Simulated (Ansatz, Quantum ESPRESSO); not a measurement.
# Screening and band shifts of 2H-MoS2, 1 layer, part 2 of 6

How does 2H-MoS2, 1 layer respond to a gate-like field without added charge?

Quantum ESPRESSO 7.5; plane-wave DFT, PBE, GBRV ultrasoft pseudopotentials; geometry and cross-check by Ansatz 0.2.0 with PAW datasets.

So far: The structure; Relaxation with Ansatz.

### Step 3. SCF with pw.x: no field

The zero-field run is the reference. tefield and dipfield are on already, so that all runs share k-points and boundary.

Level of this step: plane-wave DFT, PBE, GBRV ultrasoft pseudopotentials (Quantum ESPRESSO 7.5).

Contents of f0.in:

```
&control
  prefix = 'f0'
  outdir = './out'
  pseudo_dir = './pseudo'
  calculation = 'scf'
  tprnfor = .true.
  tefield = .true.
  dipfield = .true.
/
&system
  ibrav = 0
  nat = 3
  ntyp = 2
  ecutwfc = 40
  ecutrho = 200
  occupations = 'smearing'
  smearing = 'fd'
  degauss = 0.004
  edir = 3
  emaxpos = 0.97
  eopreg = 0.04
  eamp = 0.0
/
&electrons
  conv_thr = 1e-09
  mixing_beta = 0.4
  electron_maxstep = 120
  mixing_mode = 'plain'
/
ATOMIC_SPECIES
  S   32.0600  s_pbe_v1.4.uspp.F.UPF
  Mo  95.9500  mo_pbe_v1.uspp.F.UPF
CELL_PARAMETERS angstrom
  3.18485648276904 -0.00000000000000 0.00000000000000
  -1.59242824138452 2.75816662148554 0.00000000000000
  0.00000000000000 0.00000000000000 20.26259773800000
ATOMIC_POSITIONS crystal
  S   0.333333333333 0.666666666667 0.422864055023
  Mo  -0.000000000000 -0.000000000000 0.499999997193
  S   0.333333333333 0.666666666667 0.577135947784
K_POINTS automatic
  12 12 1 0 0 0
```

Started as:

```bash
OMP_NUM_THREADS=1 mpirun -n 4 pw.x -nk 4 -in f0.in > f0.out
```

Output:

```text
Program PWSCF v.7.5 starts
[citation notice left out]

     Parallel version (MPI & OpenMP), running on       4 processor cores
     Number of MPI processes:                 4
     Threads/MPI process:                     1

     MPI processes distributed on     1 nodes
[...]
Current dimensions of program PWSCF are:
     Max number of different atomic species (ntypx) = 10
     Max number of k-points (npk) =  40000
     Max angular momentum in pseudopotentials (lmaxx) =  4
     Presently no symmetry can be used with electric field

     K-points division:     npool     =       4
     Subspace diagonalization in iterative solution of the eigenvalue problem:
     a serial algorithm will be used

     G-vector sticks info
     --------------------
     sticks:   dense  smooth     PW     G-vecs:    dense   smooth      PW
     Sum         499     397    139                57491    40883    8063

     Using Slab Decomposition

     bravais-lattice index     =            0
     lattice parameter (alat)  =       6.0185  a.u.
     unit-cell volume          =    1201.1634 (a.u.)^3
     number of atoms/cell      =            3
     number of atomic types    =            2
     number of electrons       =        26.00
     number of Kohn-Sham states=           17
     kinetic-energy cutoff     =      40.0000  Ry
     charge density cutoff     =     200.0000  Ry
     scf convergence threshold =      1.0E-09
     mixing beta               =       0.4000
     number of iterations used =            8  plain     mixing
     Exchange-correlation= SLA  PW   PBE  PBE
                           (   1   4   3   4   0   0   0)

     celldm(1)=   6.018506  celldm(2)=   0.000000  celldm(3)=   0.000000
     celldm(4)=   0.000000  celldm(5)=   0.000000  celldm(6)=   0.000000

     crystal axes: (cart. coord. in units of alat)
               a(1) = (   1.000000  -0.000000   0.000000 )
               a(2) = (  -0.500000   0.866025   0.000000 )
               a(3) = (   0.000000   0.000000   6.362170 )

     reciprocal axes: (cart. coord. in units 2 pi/alat)
               b(1) = (  1.000000  0.577350 -0.000000 )
               b(2) = (  0.000000  1.154701 -0.000000 )
               b(3) = ( -0.000000 -0.000000  0.157179 )

     PseudoPot. # 1 for S  read from file:
     ./pseudo/s_pbe_v1.4.uspp.F.UPF
     Pseudo is Ultrasoft + core correction, Zval =  6.0
     Generated by new atomic code, or converted to UPF format
     Using radial grid of  907 points,  6 beta functions with:
                l(1) =   0
                l(2) =   0
                l(3) =   1
                l(4) =   1
                l(5) =   2
                l(6) =   2
     Q(r) pseudized with  8 coefficients,  rinner =    1.300   1.300   1.300
                                                       1.300   1.300

     PseudoPot. # 2 for Mo read from file:
     ./pseudo/mo_pbe_v1.uspp.F.UPF
     Pseudo is Ultrasoft + core correction, Zval = 14.0
     Generated by new atomic code, or converted to UPF format
     Using radial grid of  889 points,  6 beta functions with:
                l(1) =   0
                l(2) =   0
                l(3) =   1
                l(4) =   1
                l(5) =   2
                l(6) =   2
     Q(r) pseudized with  6 coefficients,  rinner =    1.000   1.000   1.000
                                                       1.000   1.000

     atomic species   valence    mass     pseudopotential
     S                 6.00    32.06000     S ( 1.00)
     Mo               14.00    95.95000     Mo( 1.00)

     No symmetry found

   Cartesian axes

     site n.     atom                  positions (alat units)
         1        S      tau(   1) = (  -0.0000000   0.5773503   2.6903329  )
         2        Mo     tau(   2) = (   0.0000000   0.0000000   3.1810849  )
         3        S      tau(   3) = (  -0.0000000   0.5773503   3.6718369  )

     number of k points=    74  Fermi-Dirac smearing, width (Ry)=  0.0040
                       cart. coord. in units 2pi/alat
        k(    1) = (   0.0000000   0.0000000   0.0000000), wk =   0.0138889
        k(    2) = (   0.0000000   0.0962250   0.0000000), wk =   0.0277778
        k(    3) = (   0.0000000   0.1924501   0.0000000), wk =   0.0277778
        k(    4) = (   0.0000000   0.2886751   0.0000000), wk =   0.0277778
        k(    5) = (   0.0000000   0.3849002   0.0000000), wk =   0.0277778
        k(    6) = (   0.0000000   0.4811252   0.0000000), wk =   0.0277778
        k(    7) = (   0.0000000  -0.5773503   0.0000000), wk =   0.0138889
        k(    8) = (   0.0833333   0.0481125   0.0000000), wk =   0.0277778
        k(    9) = (   0.0833333   0.1443376   0.0000000), wk =   0.0277778
        k(   10) = (   0.0833333   0.2405626   0.0000000), wk =   0.0277778
[...]
k(   74) = (  -0.5000000  -0.8660254   0.0000000), wk =   0.0138889

     Dense  grid:    57491 G-vectors     FFT dimensions: (  27,  27, 180)

     Smooth grid:    40883 G-vectors     FFT dimensions: (  25,  25, 160)

     Estimated max dynamical RAM per process >     109.78 MB

     Estimated total dynamical RAM >     396.99 MB

     Initial potential from superposition of free atoms

     starting charge      25.9989, renormalised to      26.0000

     negative rho (up, down):  2.854E-03 0.000E+00

     Adding external electric field

     Computed dipole along edir(3) :
        Dipole                0.0000 Ry au,          0.0000 Debye
        Dipole field          0.0000 Ry au,

        Potential amp.       -0.0000 Ry
        Total length         36.7591 bohr

     Starting wfcs are   21 randomized atomic wfcs

     total cpu time spent up to now is        1.3 secs

     per-process dynamical memory:    61.9 Mb

     Self-consistent Calculation

     iteration #  1     ecut=    40.00 Ry     beta= 0.40
     Davidson diagonalization with overlap
     ethr =  1.00E-02,  avg # of iterations =  2.1

     Threshold (ethr) on eigenvalues was too large:
     Diagonalizing with lowered threshold

     Davidson diagonalization with overlap
     ethr =  3.01E-04,  avg # of iterations =  3.1

     negative rho (up, down):  2.894E-03 0.000E+00

     Adding external electric field

     Computed dipole along edir(3) :
        Dipole                0.0000 Ry au,          0.0001 Debye
        Dipole field          0.0000 Ry au,

        Potential amp.       -0.0000 Ry
        Total length         36.7591 bohr

     total cpu time spent up to now is        5.5 secs

     total energy              =    -187.71505923 Ry
     estimated scf accuracy    <       0.10624226 Ry

     iteration #  2     ecut=    40.00 Ry     beta= 0.40
[...]
negative rho (up, down):  2.881E-03 0.000E+00

[...]
Dipole               -0.0001 Ry au,         -0.0002 Debye
[...]
total energy              =    -187.72080527 Ry
     estimated scf accuracy    <       0.04516672 Ry

     iteration #  3     ecut=    40.00 Ry     beta= 0.40
[...]
negative rho (up, down):  2.904E-03 0.000E+00

[...]
Dipole                0.0001 Ry au,          0.0001 Debye
[...]
total energy              =    -187.72911554 Ry
     estimated scf accuracy    <       0.02235733 Ry

     iteration #  4     ecut=    40.00 Ry     beta= 0.40
[...]
negative rho (up, down):  2.901E-03 0.000E+00

[...]
Dipole               -0.0005 Ry au,         -0.0013 Debye
[...]
total energy              =    -187.73161328 Ry
     estimated scf accuracy    <       0.00107922 Ry

     iteration #  5     ecut=    40.00 Ry     beta= 0.40
[...]
negative rho (up, down):  2.891E-03 0.000E+00

[...]
Dipole                0.0024 Ry au,          0.0060 Debye
[...]
total energy              =    -187.73173270 Ry
     estimated scf accuracy    <       0.00014087 Ry

     iteration #  6     ecut=    40.00 Ry     beta= 0.40
[...]
negative rho (up, down):  2.888E-03 0.000E+00

[...]
Dipole               -0.0010 Ry au,         -0.0026 Debye
[...]
total energy              =    -187.73176347 Ry
     estimated scf accuracy    <       0.00003777 Ry

     iteration #  7     ecut=    40.00 Ry     beta= 0.40
[...]
negative rho (up, down):  2.885E-03 0.000E+00

[...]
Dipole               -0.0000 Ry au,         -0.0001 Debye
[...]
total energy              =    -187.73176705 Ry
     estimated scf accuracy    <       0.00002067 Ry

     iteration #  8     ecut=    40.00 Ry     beta= 0.40
[...]
negative rho (up, down):  2.883E-03 0.000E+00

[...]
Dipole                0.0001 Ry au,          0.0003 Debye
[...]
total energy              =    -187.73176876 Ry
     estimated scf accuracy    <       0.00000105 Ry

     iteration #  9     ecut=    40.00 Ry     beta= 0.40
[...]
negative rho (up, down):  2.882E-03 0.000E+00

[...]
Dipole                0.0000 Ry au,          0.0000 Debye
[...]
total energy              =    -187.73176958 Ry
     estimated scf accuracy    <       0.00000080 Ry

     iteration # 10     ecut=    40.00 Ry     beta= 0.40
[...]
negative rho (up, down):  2.882E-03 0.000E+00

[...]
Dipole                0.0000 Ry au,          0.0000 Debye
[...]
total energy              =    -187.73176967 Ry
     estimated scf accuracy    <       0.00000003 Ry

     iteration # 11     ecut=    40.00 Ry     beta= 0.40
[...]
negative rho (up, down):  2.882E-03 0.000E+00

[...]
Dipole                0.0000 Ry au,          0.0000 Debye
[...]
total energy              =    -187.73176967 Ry
     estimated scf accuracy    <          9.9E-09 Ry

     iteration # 12     ecut=    40.00 Ry     beta= 0.40
[...]
negative rho (up, down):  2.882E-03 0.000E+00

[...]
Dipole                0.0000 Ry au,          0.0001 Debye
[...]
End of self-consistent calculation

          k = 0.0000 0.0000 0.0000 (  5033 PWs)   bands (ev):

   -61.9451 -36.0741 -35.8714 -35.8714 -15.1195 -13.8180  -6.6377  -3.6500
    -3.6500  -2.8129  -2.5488  -2.5488  -1.0451   1.7071   1.7071   1.9547
     1.9547

          k = 0.0000 0.0962 0.0000 (  5083 PWs)   bands (ev):

   -61.9426 -36.0692 -35.8966 -35.8771 -15.0176 -13.7760  -6.5212  -3.8776
    -3.5436  -3.3034  -2.7110  -2.2148  -1.0972   1.5742   1.6789   1.8396
     1.8857

          k = 0.0000 0.1925 0.0000 (  5097 PWs)   bands (ev):

   -61.9359 -36.0557 -35.9651 -35.8928 -14.7280 -13.6569  -6.2281  -4.4004
    -3.9471  -3.2471  -3.0934  -2.1236  -1.3312   1.2499   1.5211   1.5715
     2.2955

          k = 0.0000 0.2887 0.0000 (  5112 PWs)   bands (ev):

   -61.9267 -36.0574 -36.0372 -35.9141 -14.2996 -13.4821  -6.0171  -4.8462
    -4.6005  -3.5223  -2.8310  -2.3653  -1.7599   1.1238   1.3044   1.8452
     2.7199

          k = 0.0000 0.3849 0.0000 (  5138 PWs)   bands (ev):

   -61.9174 -36.1485 -36.0187 -35.9353 -13.8198 -13.2900  -6.2610  -5.2039
    -4.9338  -3.8834  -2.6612  -2.4140  -2.0067   1.1599   1.2872   2.3333
     3.0291

          k = 0.0000 0.4811 0.0000 (  5144 PWs)   bands (ev):

   -61.9107 -36.2143 -36.0050 -35.9508 -13.4214 -13.1358  -6.6335  -5.6448
    -5.0234  -4.1179  -2.8492  -2.1240  -1.8383   1.1577   1.5508   2.6936
     3.1982

[...]
the Fermi energy is    -0.1929 ev

!    total energy              =    -187.73176968 Ry
     estimated scf accuracy    <          3.4E-10 Ry
     smearing contrib. (-TS)   =      -0.00000000 Ry
     internal energy E=F+TS    =    -187.73176967 Ry

     The total energy is F=E-TS. E is the sum of the following terms:
     one-electron contribution =   -1136.78763319 Ry
     hartree contribution      =     568.71142923 Ry
     xc contribution           =     -36.26783190 Ry
     ewald contribution        =     416.61226619 Ry
     electric field correction =       0.00000000 Ry

     convergence has been achieved in  12 iterations

     negative rho (up, down):  2.882E-03 0.000E+00

     Forces acting on atoms (cartesian axes, Ry/au):

     atom    1 type  1   force =    -0.00000001   -0.00000002    0.00091297
     atom    2 type  2   force =     0.00000003    0.00000003    0.00000285
     atom    3 type  1   force =    -0.00000002   -0.00000002   -0.00091582

     Total force =     0.001293     Total SCF correction =     0.000079

[...]
=------------------------------------------------------------------------------=
   JOB DONE.
=------------------------------------------------------------------------------=
```

Run time: 30 s. Hardware: 4 MPI ranks of Arm Neoverse V2, shared host; peak memory 0.47 GiB; 2 min of CPU time.

Numbers from this step:

- free energy: -2554.2208 eV
- Fermi energy: -0.1929 eV
- dipole along the normal: 2.08e-5 e·Å
- valence top, on the run's zero: -1.045 eV
- conduction bottom, on the run's zero: 0.6125 eV
- gap by band count: 1.658 eV

The run needed 12 iterations to bring the estimated error under 1e-09 Ry; the largest force on any atom, held or free, is 0.02 eV/Å.

### Step 4. Potential by pp.x

The vacuum level is read from the electrostatic potential (plot_num = 11), averaged over planes.

Contents of f0.pot.in:

```
&inputpp
  prefix = 'f0'
  outdir = './out'
  filplot = 'f0.pot.dat'
  plot_num = 11
/
```

Started as:

```bash
OMP_NUM_THREADS=1 mpirun -n 4 pp.x -in f0.pot.in > f0.pot.out
```

It took 0.91 s on 4 MPI ranks; peak memory 0.09 GiB.

This step gave:

| Quantity | Value |
| --- | --- |
| slope of the potential above | 2.75e-5 eV/Å |
| upper vacuum line continued to the top atoms, over the valence top | 5.941 eV |
| slope of the potential below | -2.65e-5 eV/Å |
| lower vacuum line continued to the bottom atoms, over the valence top | 5.942 eV |
| vacuum level at the upper face over the valence top of the mesh | 5.941 eV |
| vacuum level at the lower face over the valence top of the mesh | 5.942 eV |

The vacuum is flat to 0.1 meV/Å, so its level is well defined. Inside the slab the curve depends on the local part of the pseudopotentials; only the vacuum level has a meaning of its own.

(Part 2 of 6 ends here.)

[Logs are printed without paths, hosts, clocks, repeated set-up lines and the standing remarks that a program may print on its own settings, such as how far it seeks lower states.]

[Hosts, paths, dates, database ids (printed as entryN), source tags and the programs' standing remarks are cut or masked in the printed files.]

[Maps of the electrostatic potential energy from Ansatz leave out the sawtooth potential of an applied field or a dipole correction, so their vacuum need not be flat; planar profiles and work functions include it.]
